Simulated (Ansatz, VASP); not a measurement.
# C (C(110)) in two plane-wave programs

One calculation is typed for both programs; each brings its own data sets and cutoff. How far apart do they land? The structure shown is the end of the VASP relaxation below.

Program: Ansatz 0.2.0. Level of theory: plane waves, with VASP 6.6.1 beside it; single point at PBEsol and band structure at PBEsol. Results are calculated unless marked as measured.

### Step 1. The starting structure

The cell holds 18 atoms: 18 C. Cell: a = 2.515 Å, b = 3.557 Å, c = 26.060 Å, α = 90.0°, β = 90.0°, γ = 90.0°. It derives from C. As first built, before any earlier steps moved the atoms: 9 layers, cut at this functional's lattice. Vacuum lies along c.

### Step 2. VASP: relaxation, PBEsol

This run makes the geometry at which the two programs are then compared.

Lines of VASP's logs that name or quote its potential files are left out, and so is its time.

File INCAR:

```
SYSTEM = C
PREC = Normal
ENCUT = 440
EDIFF = 1E-05
NELM = 120
ISMEAR = 0
SIGMA = 0.03
LREAL = Auto
ALGO = Fast
GGA = PS
NBANDS = 54
LORBIT = 11
LWAVE = .FALSE.
LCHARG = .FALSE.
KPAR = 4
LASPH = .TRUE.
IBRION = 2
NSW = 60
ISIF = 2
EDIFFG = -0.03
POTIM = 0.4
MAXMIX = 40
IDIPOL = 3
LDIPOL = .TRUE.
DIPOL = 0.5 0.5 0.5
```

File POSCAR:

```
C
1.0
    2.5149201836      0.0000000000      0.0000000000
    0.0000000000      3.5566342320      0.0000000000
    0.0000000000      0.0000000000     26.0596807346
C
18
Direct
    0.7500000000      0.3750000000      0.6930123600
    0.2500000000      0.6250000000      0.6930123600
    0.2500000000      0.8750000000      0.6447592700
    0.7500000000      0.1250000000      0.6447592700
    0.7500000000      0.3750000000      0.5965061800
    0.2500000000      0.6250000000      0.5965061800
    0.2500000000      0.8750000000      0.5482530900
    0.7500000000      0.1250000000      0.5482530900
    0.7500000000      0.3750000000      0.5000000000
    0.2500000000      0.6250000000      0.5000000000
    0.2500000000      0.8750000000      0.4517469100
    0.7500000000      0.1250000000      0.4517469100
    0.7500000000      0.3750000000      0.4034938200
    0.2500000000      0.6250000000      0.4034938200
    0.2500000000      0.8750000000      0.3552407300
    0.7500000000      0.1250000000      0.3552407300
    0.7500000000      0.3750000000      0.3069876400
    0.2500000000      0.6250000000      0.3069876400
```

File KPOINTS:

```
Automatic mesh
0
Gamma
9 7 1
0 0 0
```

Potentials, in the order of the species: C (PBE family, release 64).

On the command line:

```bash
$ mpirun -np 4 vasp_std
```

Numbers of over 12 decimals in the logs are rounded to 6 here.

The log of the run:

```text
[banner, memory and clock lines left out]
running    4 mpi-ranks, on    1 nodes
 distrk:  each k-point on    1 cores,    4 groups
 distr:  one band on    1 cores,    1 groups

 POSCAR found type information on POSCAR C
 POSCAR found :  1 types and      18 ions
|                                                                             |
|               ----> ADVICE to this user running VASP <----                  |
|                                                                             |
|     You enforced a specific xc type in the INCAR file but a different       |
|     [... a line on the potential file left out ...]
|     I HOPE YOU KNOW WHAT YOU ARE DOING!                                     |
|                                                                             |

 LDA part: xc-table for (Slater+PW92), standard interpolation
 POSCAR, INCAR and KPOINTS ok, starting setup
 FFT: planning ... GRIDC
 FFT: planning ... GRID_SOFT
 FFT: planning ... GRID
 WAVECAR not read
 entering main loop
       N       E                     dE             d eps       ncg     rms          rms(c)
DAV:   1     0.386010541794E+03    0.38601E+03   -0.31838E+04  2192   0.104E+03
DAV:   2    -0.131639869634E+03   -0.51765E+03   -0.49676E+03  2904   0.270E+02
DAV:   3    -0.170058113220E+03   -0.38418E+02   -0.37905E+02  2672   0.732E+01
DAV:   4    -0.171068836605E+03   -0.10107E+01   -0.10074E+01  3200   0.128E+01
DAV:   5    -0.171096132179E+03   -0.27296E-01   -0.27265E-01  3064   0.194E+00    0.165E+01
RMM:   6    -0.166734413407E+03    0.43617E+01   -0.29123E+00  2160   0.613E+00    0.961E+00
RMM:   7    -0.165327822063E+03    0.14066E+01   -0.49500E+00  2171   0.821E+00    0.187E+00
RMM:   8    -0.165327555409E+03    0.26665E-03   -0.32722E-01  2202   0.255E+00    0.344E-01
RMM:   9    -0.165330940823E+03   -0.33854E-02   -0.64477E-02  2296   0.951E-01    0.221E-01
RMM:  10    -0.165331243225E+03   -0.30240E-03   -0.87151E-03  2217   0.391E-01    0.606E-02
RMM:  11    -0.165332306791E+03   -0.10636E-02   -0.33061E-03  2525   0.197E-01    0.266E-02
RMM:  12    -0.165332826129E+03   -0.51934E-03   -0.55484E-04  2421   0.858E-02    0.208E-02
RMM:  13    -0.165333057864E+03   -0.23174E-03   -0.10084E-04  1977   0.348E-02    0.988E-03
RMM:  14    -0.165333251107E+03   -0.19324E-03   -0.64267E-05  1626   0.231E-02    0.583E-03
RMM:  15    -0.165333247716E+03    0.33907E-05   -0.30862E-05  1525   0.145E-02
   1 F= -.16533325E+03 E0= -.16533325E+03  d E =-.165333E+03
[... from here on, the cycles between the ionic steps are left out ...]
   2 F= -.16599236E+03 E0= -.16599103E+03  d E =-.659113E+00
   8 F= -.16701709E+03 E0= -.16701709E+03  d E =-.216612E-01
   9 F= -.16701744E+03 E0= -.16701744E+03  d E =-.220076E-01
  10 F= -.16702147E+03 E0= -.16702146E+03  d E =-.402503E-02
  11 F= -.16702438E+03 E0= -.16702438E+03  d E =-.693851E-02
  12 F= -.16703137E+03 E0= -.16703137E+03  d E =-.699106E-02
  13 F= -.16704010E+03 E0= -.16704009E+03  d E =-.157191E-01
  14 F= -.16704418E+03 E0= -.16704418E+03  d E =-.408668E-02
  15 F= -.16704574E+03 E0= -.16704574E+03  d E =-.564665E-02
  16 F= -.16704737E+03 E0= -.16704737E+03  d E =-.162963E-02
  17 F= -.16704787E+03 E0= -.16704787E+03  d E =-.212503E-02
 curvature:  -0.87 expect dE=-0.119E-02 dE for cont linesearch -0.327E-05
 trial: gam= 0.14193 g(F)=  0.137E-02 g(S)=  0.000E+00 ort = 0.265E-03 (trialstep = 0.391E+00)
 search vector abs. value=  0.182E-02
 bond charge predicted
       N       E                     dE             d eps       ncg     rms          rms(c)
DAV:   1    -0.167048160385E+03   -0.29299E-03   -0.22532E-02  2418   0.688E-01    0.262E-02
RMM:   2    -0.167048175649E+03   -0.15264E-04   -0.37722E-04  2204   0.890E-02    0.190E-02
RMM:   3    -0.167048187887E+03   -0.12238E-04   -0.59141E-05  1934   0.339E-02    0.869E-03
RMM:   4    -0.167048189508E+03   -0.16212E-05   -0.14114E-05  1476   0.151E-02
  18 F= -.16704819E+03 E0= -.16704819E+03  d E =-.319884E-03
 trial-energy change:   -0.000320  1 .order   -0.000316   -0.000548   -0.000084
 step:   0.4610(harm=  0.4610)  dis= 0.00112  next Energy=  -167.048193 (dE=-0.324E-03)
 reached required accuracy - stopping structural energy minimisation
```

OUTCAR, selected parts (step 2):

```text
ion  position               nearest neighbor table
   1  0.750  0.375  0.693-   2 1.54   2 1.54   4 1.54
   2  0.250  0.625  0.693-   1 1.54   1 1.54   3 1.54
   3  0.250  0.875  0.645-   4 1.54   4 1.54   2 1.54   6 1.54
   4  0.750  0.125  0.645-   3 1.54   3 1.54   1 1.54   5 1.54
   5  0.750  0.375  0.597-   6 1.54   6 1.54   8 1.54   4 1.54
   6  0.250  0.625  0.597-   5 1.54   5 1.54   7 1.54   3 1.54
   7  0.250  0.875  0.548-   8 1.54   8 1.54   6 1.54  10 1.54
   8  0.750  0.125  0.548-   7 1.54   7 1.54   5 1.54   9 1.54
   9  0.750  0.375  0.500-  10 1.54  10 1.54  12 1.54   8 1.54
  10  0.250  0.625  0.500-   9 1.54   9 1.54  11 1.54   7 1.54
  11  0.250  0.875  0.452-  12 1.54  12 1.54  14 1.54  10 1.54
  12  0.750  0.125  0.452-  11 1.54  11 1.54  13 1.54   9 1.54
  13  0.750  0.375  0.403-  14 1.54  14 1.54  12 1.54  16 1.54
  14  0.250  0.625  0.403-  13 1.54  13 1.54  11 1.54  15 1.54
  15  0.250  0.875  0.355-  16 1.54  16 1.54  18 1.54  14 1.54
  16  0.750  0.125  0.355-  15 1.54  15 1.54  17 1.54  13 1.54
  17  0.750  0.375  0.307-  18 1.54  18 1.54  16 1.54
  18  0.250  0.625  0.307-  17 1.54  17 1.54  15 1.54

  LATTYP: Found a simple orthorhombic cell.
 ALAT       =     2.5149201836
 B/A-ratio  =     1.4142135624
 C/A-ratio  =    10.3620309322

 Subroutine GETGRP returns: Found  8 space group operations
 (whereof  4 operations were pure point group operations)

The static configuration has the point symmetry C_2h.
 The point group associated with its full space group is D_2h.

 Found     20 irreducible k-points:

   k-points           NKPTS =     20   k-points in BZ     NKDIM =     20   number of bands    NBANDS=     54

   dimension x,y,z NGX =    14 NGY =   18 NGZ =  140
   dimension x,y,z NGXF=    28 NGYF=   36 NGZF=  280

   ENCUT  =  440.0 eV  32.34 Ry    5.69 a.u.   4.30  6.08 44.57*2*pi/ulx,y,z

   NELECT =      72.0000    total number of electrons

 k-points in reciprocal lattice and weights: Automatic mesh
   0.00000000  0.00000000  0.00000000       0.016
   0.11111111  0.00000000  0.00000000       0.032
   0.22222222  0.00000000  0.00000000       0.032
   0.33333333  0.00000000  0.00000000       0.032
   0.44444444  0.00000000  0.00000000       0.032
   0.00000000  0.14285714  0.00000000       0.032
   0.11111111  0.14285714  0.00000000       0.063
   0.22222222  0.14285714  0.00000000       0.063
   0.33333333  0.14285714  0.00000000       0.063
[...]
0.33333333  0.42857143  0.00000000       0.063
   0.44444444  0.42857143  0.00000000       0.063

 dipolmoment           0.000000      0.000000     -0.000000 electrons x Angstroem

 average (electrostatic) potential at core
       1 -53.7176       2 -53.7176       3 -54.3595       4 -54.3595       5 -54.4958
       6 -54.4958       7 -54.6226       8 -54.6226       9 -54.6064      10 -54.6064
      11 -54.6226      12 -54.6226      13 -54.4958      14 -54.4958      15 -54.3595
      16 -54.3595      17 -53.7176      18 -53.7176

 E-fermi :   1.4957

 k-point     1 :       0.0000    0.0000    0.0000
  band No.  band energies     occupation
    ...
     32      -0.6718      2.00000
     33      -0.1732      2.00000
     34       0.3686      2.00000
     35       0.9115      2.00000
     36       1.3367      2.00000
     37       3.9564      0.00000
     38       4.4136      0.00000
     39       5.4339      0.00000
     40       5.9670      0.00000
     41       6.1824      0.00000
    ...

 k-point     2 :       0.1111    0.0000    0.0000
  band No.  band energies     occupation
    ...
     32      -1.1974      2.00000
     33      -0.7388      2.00000
     34      -0.6851      2.00000
     35       0.5368      2.00000
     36       0.6632      2.00000
     37       4.1742      0.00000
     38       4.5232      0.00000
     39       6.1991      0.00000
     40       6.2625      0.00000
     41       6.5225      0.00000
    ...

 k-point     3 :       0.2222    0.0000    0.0000
  band No.  band energies     occupation
    ...
     32      -2.7963      2.00000
     33      -2.5018      2.00000
     34      -1.0097      2.00000
     35      -0.3520      2.00000
     36      -0.2722      2.00000
     37       3.9989      0.00000
     38       4.2179      0.00000
     39       5.4469      0.00000
     40       5.7926      0.00000
     41       6.4882      0.00000
    ...

  Total       -4.5980931     15.8805290     -1.2313651      0.0000000      0.0000000      0.0000000
  in kB      -31.6050037    109.1548520     -8.4637910      0.0000000      0.0000000      0.0000000
  external PRESSURE =      23.0286858 kB  Pullay stress =       0.0000000 kB

  energy-cutoff  :      440.00
  volume of cell :      233.09
      direct lattice vectors                 reciprocal lattice vectors
     2.514920184  0.000000000  0.000000000     0.397626933  0.000000000  0.000000000
     0.000000000  3.556634232  0.000000000     0.000000000  0.281164701  0.000000000
     0.000000000  0.000000000 26.059680735     0.000000000  0.000000000  0.038373456

 POSITION                                       TOTAL-FORCE (eV/Angst)
 -----------------------------------------------------------------------------------
      1.88619      1.43864     17.89124        -0.000000      0.007995      0.006675
      0.62873      2.11800     17.89124         0.000000     -0.007995      0.006675
      0.62873      3.14736     16.83395         0.000000      0.000061     -0.018502
      1.88619      0.40928     16.83395         0.000000     -0.000061     -0.018502
      1.88619      1.33658     15.54530        -0.000000      0.004881     -0.022181
      0.62873      2.22005     15.54530        -0.000000     -0.004881     -0.022181
      0.62873      3.11330     14.29001         0.000000      0.002658      0.012439
      1.88619      0.44333     14.29001         0.000000     -0.002658      0.012439
      1.88619      1.33463     13.02984         0.000000     -0.010036      0.000000
      0.62873      2.22201     13.02984        -0.000000      0.010036      0.000000
      0.62873      3.11330     11.76967         0.000000      0.002658     -0.012439
      1.88619      0.44333     11.76967        -0.000000     -0.002658     -0.012439
      1.88619      1.33658     10.51438        -0.000000      0.004881      0.022181
      0.62873      2.22005     10.51438        -0.000000     -0.004881      0.022181
      0.62873      3.14736      9.22573         0.000000      0.000061      0.018502
      1.88619      0.40928      9.22573        -0.000000     -0.000061      0.018502
      1.88619      1.43864      8.16844         0.000000      0.007995     -0.006675
      0.62873      2.11800      8.16844         0.000000     -0.007995     -0.006675
 -----------------------------------------------------------------------------------
    total drift:                                0.000000     -0.000000     -0.000000

  FREE ENERGIE OF THE ION-ELECTRON SYSTEM (eV)
  ---------------------------------------------------
  free  energy   TOTEN  =      -167.0481895081 eV

  energy  without entropy=     -167.0481842187  energy(sigma->0) =     -167.04818686

 reached required accuracy - stopping structural energy minimisation

 vacuum level on the upper side and lower side of the slab         6.608         6.608

 total charge
# of ion       s       p       d       tot
------------------------------------------
    1        0.853   1.759   0.000   2.613
    2        0.853   1.759   0.000   2.613
    3        0.840   1.770   0.000   2.610
    4        0.840   1.770   0.000   2.610
    5        0.830   1.733   0.000   2.563
    6        0.830   1.733   0.000   2.563
    7        0.828   1.747   0.000   2.575
    8        0.828   1.747   0.000   2.575
    9        0.828   1.749   0.000   2.577
   10        0.828   1.749   0.000   2.577
   11        0.828   1.747   0.000   2.575
   12        0.828   1.747   0.000   2.575
   13        0.830   1.733   0.000   2.563
   14        0.830   1.733   0.000   2.563
   15        0.840   1.770   0.000   2.610
   16        0.840   1.770   0.000   2.610
   17        0.853   1.759   0.000   2.613
   18        0.853   1.759   0.000   2.613
--------------------------------------------------
tot         15.060  31.538   0.000  46.597

[... 3 further parts left out ...]
```

(Part 1 of 3 ends here.)

[Lines on the potential files, build, host, timing and source positions are cut from VASP's logs without a mark.]

[Logs are printed without paths, hosts, clocks, repeated set-up lines and the standing remarks that a program may print on its own settings, such as how far it seeks lower states.]

[Hosts, paths, dates, database ids (printed as entryN), source tags and the programs' standing remarks are cut or masked in the printed files.]
